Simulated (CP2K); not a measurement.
# InSe (R3m) in CP2K: notebook, part 2 of 2

CP2K 2026.2. Earlier steps stand in the parts before.

### 3 Band structure, LDA

The input, inse_bands.inp:

```
&GLOBAL
  PROJECT inse_bands
  RUN_TYPE ENERGY_FORCE
  PRINT_LEVEL LOW
&END GLOBAL
&FORCE_EVAL
  METHOD QS
  STRESS_TENSOR ANALYTICAL
  &DFT
    BASIS_SET_FILE_NAME BASIS_MOLOPT_UZH
    POTENTIAL_FILE_NAME GTH_POTENTIALS
    &MGRID
      CUTOFF 450
      REL_CUTOFF 60
      NGRIDS 4
    &END MGRID
    &QS
      METHOD GPW
      EPS_DEFAULT 1.0E-9
    &END QS
    &KPOINTS
      SCHEME MONKHORST-PACK 8 8 8
      GAMMA_CENTERED T
      SYMMETRY T
      SYMMETRY_BACKEND SPGLIB
    &END KPOINTS
    &SCF
      SCF_GUESS ATOMIC
      EPS_SCF 1.0E-6
      MAX_SCF 100
      ADDED_MOS 14
      CHOLESKY OFF
      EPS_EIGVAL 1.0E-7
      &DIAGONALIZATION ON
        ALGORITHM STANDARD
      &END DIAGONALIZATION
      &MIXING ON
        METHOD BROYDEN_MIXING
        ALPHA 0.4
        BETA 1.5
        NBUFFER 8
      &END MIXING
      &SMEAR ON
        METHOD FERMI_DIRAC
        ELECTRONIC_TEMPERATURE [K] 580.226
      &END SMEAR
    &END SCF
    &XC
      &XC_FUNCTIONAL
        &LDA_X
        &END LDA_X
        &LDA_C_PW
        &END LDA_C_PW
      &END XC_FUNCTIONAL
    &END XC
    &PRINT
      &KPOINTS ON
      &END KPOINTS
      &MULLIKEN ON
      &END MULLIKEN
      &MO ON
        ENERGIES T
        OCCUPATION_NUMBERS T
        &EACH
          QS_SCF 0
        &END EACH
        ADD_LAST NUMERIC
      &END MO
      &BAND_STRUCTURE
        FILE_NAME bands.bs
        ADDED_MOS 4
        &KPOINT_SET
          UNITS B_VECTOR
          NPOINTS 6
          SPECIAL_POINT GAMMA 0.00000000 0.00000000 0.00000000
          SPECIAL_POINT L 0.50000000 0.00000000 0.00000000
          SPECIAL_POINT B1 0.50000000 0.17914517 -0.17914517
        &END KPOINT_SET
        &KPOINT_SET
          UNITS B_VECTOR
          NPOINTS 6
          SPECIAL_POINT B 0.82085483 0.50000000 0.17914517
          SPECIAL_POINT Z 0.50000000 0.50000000 0.50000000
          SPECIAL_POINT GAMMA 0.00000000 0.00000000 0.00000000
          SPECIAL_POINT X 0.33957259 0.00000000 -0.33957259
        &END KPOINT_SET
        &KPOINT_SET
          UNITS B_VECTOR
          NPOINTS 6
          SPECIAL_POINT Q 0.66042741 0.33957259 0.00000000
          SPECIAL_POINT F 0.50000000 0.50000000 0.00000000
          SPECIAL_POINT P1 0.66042741 0.66042741 0.17914517
          SPECIAL_POINT Z 0.50000000 0.50000000 0.50000000
        &END KPOINT_SET
        &KPOINT_SET
          UNITS B_VECTOR
          NPOINTS 6
          SPECIAL_POINT L 0.50000000 0.00000000 0.00000000
          SPECIAL_POINT P 0.82085483 0.33957259 0.33957259
        &END KPOINT_SET
      &END BAND_STRUCTURE
    &END PRINT
  &END DFT
  &SUBSYS
    &CELL
      A 8.7502533297 0.0000000000 0.0000000000
      B 7.8359940850 3.8941147946 0.0000000000
      C 7.8359940850 1.8397326251 3.4321296453
      PERIODIC XYZ
    &END CELL
    &COORD
      In  21.7016037966 5.0950968171 3.0497904028
      In  0.0000000000 0.0000000000 0.0000000000
      Se  4.1981833138 0.9856483714 0.5899830860
      Se  9.3659296151 2.1989304855 1.3162217190
    &END COORD
    &KIND In
      BASIS_SET TZVP-MOLOPT-PBE-GTH-q13
      POTENTIAL GTH-PADE-q13
    &END KIND
    &KIND Se
      BASIS_SET TZVP-MOLOPT-PBE-GTH-q6
      POTENTIAL GTH-PADE-q6
    &END KIND
    &PRINT
      &ATOMIC_COORDINATES ON
      &END ATOMIC_COORDINATES
      &CELL ON
      &END CELL
    &END PRINT
  &END SUBSYS
  &PRINT
    &FORCES ON
    &END FORCES
    &STRESS_TENSOR ON
    &END STRESS_TENSOR
  &END PRINT
&END FORCE_EVAL
```

Potentials or basis: GTH_POTENTIALS In GTH-PADE-q13, Se GTH-PADE-q6; TZVP-MOLOPT-PBE-GTH basis.

Launch:

```console
> OMP_NUM_THREADS=1 mpirun -n 4 cp2k.psmp -i inse_bands.inp -o inse_bands.out
```

Run time: 55 s. Hardware: 4 MPI ranks of Arm Neoverse V2, shared host.

Results (log left out):

| Quantity | Value |
| --- | --- |
| Free energy | -3586.7898 eV |
| Pressure | -1.1 GPa |
| Largest force | 0.310 eV/Å |
| Band gap on the k mesh | 0.20 eV, direct |
| Band gap along the path | 0.20 eV, direct |
| Mulliken charges | In -0.26, -0.27; Se +0.27 e |

Forces on the atoms (eV/Å):
```
In   0.299  0.070  0.042
In  -0.281 -0.066 -0.039
Se   0.003  0.001  0.000
Se  -0.021 -0.005 -0.003
```

Stress tensor (GPa, compression positive):
```
-1.84 -0.28 -0.17
-0.28 -0.73 -0.04
-0.17 -0.04 -0.69
```

Levels at the corners of the path, in eV from the valence-band top:
| point | band 17 | band 18 | band 19 | band 20 | band 21 | band 22 |
| --- | --- | --- | --- | --- | --- | --- |
| Γ | -1.31 | -1.22 | -1.22 | 1.56 | 1.90 | 4.33 |
| L | -2.36 | -2.27 | -1.71 | 1.10 | 1.84 | 3.54 |
| B1 | -2.55 | -2.26 | -1.79 | 1.68 | 2.32 | 3.34 |
| B | -2.55 | -2.26 | -1.79 | 1.68 | 2.32 | 3.34 |
| Z | -1.14 | -1.14 | 0.00 | 0.20 | 1.99 | 4.25 |
| Γ | -1.31 | -1.22 | -1.22 | 1.56 | 1.90 | 4.33 |
| X | -2.59 | -2.24 | -1.76 | 1.74 | 2.22 | 3.37 |
| Q | -2.59 | -2.24 | -1.76 | 1.74 | 2.22 | 3.37 |
| F | -2.53 | -2.07 | -1.54 | 1.02 | 1.89 | 3.20 |
| P1 | -2.50 | -2.10 | -1.67 | 1.25 | 1.72 | 3.27 |
| Z | -1.14 | -1.14 | 0.00 | 0.20 | 1.99 | 4.25 |
| L | -2.36 | -2.27 | -1.71 | 1.10 | 1.84 | 3.54 |
| P | -2.50 | -2.10 | -1.67 | 1.25 | 1.72 | 3.27 |

Caveat: Mulliken charges move with the basis; spin-orbit coupling is left out, which moves the levels of the heavy elements; the basis of atomic orbitals isn't converged, which shifts pressures, moduli and gaps.

### 4 Band structure, r2SCAN

Changes to inse_bands.inp since step 3:

```diff
@@ -10,5 +10,5 @@
     BASIS_SET_FILE_NAME BASIS_MOLOPT_UZH
-    POTENTIAL_FILE_NAME GTH_POTENTIALS
+    POTENTIAL_FILE_NAME POTENTIAL_UZH
     &MGRID
-      CUTOFF 450
+      CUTOFF 675
       REL_CUTOFF 60
@@ -18,3 +18,3 @@
       METHOD GPW
-      EPS_DEFAULT 1.0E-9
+      EPS_DEFAULT 1.0E-10
     &END QS
@@ -49,6 +49,6 @@
       &XC_FUNCTIONAL
-        &LDA_X
-        &END LDA_X
-        &LDA_C_PW
-        &END LDA_C_PW
+        &MGGA_X_R2SCAN
+        &END MGGA_X_R2SCAN
+        &MGGA_C_R2SCAN
+        &END MGGA_C_R2SCAN
       &END XC_FUNCTIONAL
@@ -70,6 +70,6 @@
         FILE_NAME bands.bs
-        ADDED_MOS 4
+        ADDED_MOS 6
         &KPOINT_SET
           UNITS B_VECTOR
-          NPOINTS 6
+          NPOINTS 8
           SPECIAL_POINT GAMMA 0.00000000 0.00000000 0.00000000
@@ -80,3 +80,3 @@
           UNITS B_VECTOR
-          NPOINTS 6
+          NPOINTS 8
           SPECIAL_POINT B 0.82085483 0.50000000 0.17914517
@@ -88,3 +88,3 @@
           UNITS B_VECTOR
-          NPOINTS 6
+          NPOINTS 8
           SPECIAL_POINT Q 0.66042741 0.33957259 0.00000000
@@ -96,3 +96,3 @@
           UNITS B_VECTOR
-          NPOINTS 6
+          NPOINTS 8
           SPECIAL_POINT L 0.50000000 0.00000000 0.00000000
@@ -111,14 +111,15 @@
     &COORD
-      In  21.7016037966 5.0950968171 3.0497904028
+      SCALED
+      In  0.8886000000 0.8886000000 0.8886000000
       In  0.0000000000 0.0000000000 0.0000000000
-      Se  4.1981833138 0.9856483714 0.5899830860
-      Se  9.3659296151 2.1989304855 1.3162217190
+      Se  0.1719000000 0.1719000000 0.1719000000
+      Se  0.3835000000 0.3835000000 0.3835000000
     &END COORD
     &KIND In
-      BASIS_SET TZVP-MOLOPT-PBE-GTH-q13
-      POTENTIAL GTH-PADE-q13
+      BASIS_SET TZVP-MOLOPT-SCAN-GTH-q13
+      POTENTIAL GTH-SCAN-q13
     &END KIND
     &KIND Se
-      BASIS_SET TZVP-MOLOPT-PBE-GTH-q6
-      POTENTIAL GTH-PADE-q6
+      BASIS_SET TZVP-MOLOPT-SCAN-GTH-q6
+      POTENTIAL GTH-SCAN-q6
     &END KIND
```

Potentials or basis: POTENTIAL_UZH In GTH-SCAN-q13, Se GTH-SCAN-q6; TZVP-MOLOPT-SCAN-GTH basis.

Launch:

```console
> OMP_NUM_THREADS=1 mpirun -n 4 cp2k.psmp -i inse_bands.inp -o inse_bands.out
```

Run time: 2.3 min. Hardware: 4 MPI ranks of Arm Neoverse V2, shared host.

The run converged. Its results:

```
Free energy             : -3560.5275 eV
Pressure                : 1.0 GPa
Largest force           : 0.301 eV/Å
Band gap on the k mesh  : 0.77 eV, direct
Band gap along the path : 0.77 eV, direct
Mulliken charges        : In +0.29, +0.27; Se -0.29, -0.28 e
```

Forces on the atoms (eV/Å):
```
In   0.272  0.064  0.038
In  -0.290 -0.068 -0.041
Se  -0.081 -0.019 -0.011
Se   0.067  0.016  0.009
```

Stress tensor (GPa, compression positive):
```
 0.28 -0.28 -0.17
-0.28  1.41 -0.04
-0.17 -0.04  1.45
```

Levels at the corners of the path, in eV from the valence-band top:
```
point  band 17  band 18  band 19  band 20  band 21  band 22
    Γ    -1.37    -1.28    -1.28     1.99     2.50     4.71
    L    -2.43    -2.35    -1.72     1.51     2.26     4.03
   B1    -2.59    -2.31    -1.83     2.01     2.74     3.75
    B    -2.59    -2.31    -1.83     2.01     2.74     3.75
    Z    -1.20    -1.20     0.00     0.77     2.59     4.63
    Γ    -1.37    -1.28    -1.28     1.99     2.50     4.71
    X    -2.63    -2.28    -1.80     2.05     2.66     3.77
    Q    -2.63    -2.28    -1.80     2.05     2.66     3.77
    F    -2.61    -2.15    -1.55     1.48     2.27     3.70
   P1    -2.58    -2.18    -1.68     1.70     2.10     3.76
    Z    -1.20    -1.20     0.00     0.77     2.59     4.63
    L    -2.43    -2.35    -1.72     1.51     2.26     4.03
    P    -2.58    -2.18    -1.68     1.70     2.10     3.76
```

Caveat: Mulliken charges move with the basis; spin-orbit coupling is left out, which moves the levels of the heavy elements; the basis of atomic orbitals isn't converged, which shifts pressures, moduli and gaps.

### 5 The runs side by side

```tsv
level	potentials or basis	smearing	EPS_DEFAULT	NGRIDS	points a segment of the path (NPOINTS)	bands added on the path	CUTOFF of the grids	gap on the mesh (eV)	pressure (GPa)	largest force (eV/Å)
PBEsol	POTENTIAL_UZH In GTH-PBE-q13, Se GTH-PBE-q6; TZVP-MOLOPT-PBE-GTH basis	fermi-dirac 0.01 eV	1.0E-10	5	10	6	450 Ry	0.29	1.1	0.47
LDA	GTH_POTENTIALS In GTH-PADE-q13, Se GTH-PADE-q6; TZVP-MOLOPT-PBE-GTH basis	fermi-dirac 0.05 eV	1.0E-9	4	6	4	450 Ry	0.20	-1.1	0.31
r2SCAN	POTENTIAL_UZH In GTH-SCAN-q13, Se GTH-SCAN-q6; TZVP-MOLOPT-SCAN-GTH basis	fermi-dirac 0.05 eV	1.0E-10	4	8	6	675 Ry	0.77	1.0	0.30
```

Alike in all rows: task band structure; no spin polarisation; cell as given; k mesh 8 × 8 × 8.

Caveats: spin-orbit coupling is left out, which moves the levels of the heavy elements; the basis of atomic orbitals isn't converged, which shifts pressures, moduli and gaps; the potentials were made for another functional, which shifts forces and pressure (some runs).

Absolute energies hang on the potentials; compare differences alone.

### 6 How close it comes

Step 2. Against the measured gap of InSe, 1.25 eV (300 K; “The Interaction of Hydrogen with the van der Waals Crystal γ-InSe”, 2020, pmc:7321205), the calculated 0.29 eV is off by -0.96 eV. Spin-orbit coupling on In, Se is left out. The value is that of PBEsol in an atomic basis (POTENTIAL_UZH In GTH-PBE-q13, Se GTH-PBE-q6; TZVP-MOLOPT-PBE-GTH basis), whose error adds to the functional's,, without temperature or zero-point motion. Semilocal functionals fall short of measured gaps as a rule.

Step 3. A measured gap of InSe is 1.25 eV (300 K; “The Interaction of Hydrogen with the van der Waals Crystal γ-InSe”, 2020, pmc:7321205); the calculated 0.20 eV misses it by -1.05 eV. So large a miss can be the level of theory's own, or it may mean another phase, state or a wrong row. Spin-orbit coupling on In, Se is left out. The value is that of LDA in an atomic basis (GTH_POTENTIALS In GTH-PADE-q13, Se GTH-PADE-q6; TZVP-MOLOPT-PBE-GTH basis), whose error adds to the functional's,, without temperature or zero-point motion. Semilocal functionals fall short of measured gaps as a rule.

Step 4. Against the measured gap of InSe, 1.25 eV (300 K; “The Interaction of Hydrogen with the van der Waals Crystal γ-InSe”, 2020, pmc:7321205), the calculated 0.77 eV is off by -0.48 eV. Spin-orbit coupling on In, Se is left out. The value is that of r2SCAN in an atomic basis (POTENTIAL_UZH In GTH-SCAN-q13, Se GTH-SCAN-q6; TZVP-MOLOPT-SCAN-GTH basis), whose error adds to the functional's,, without temperature or zero-point motion.
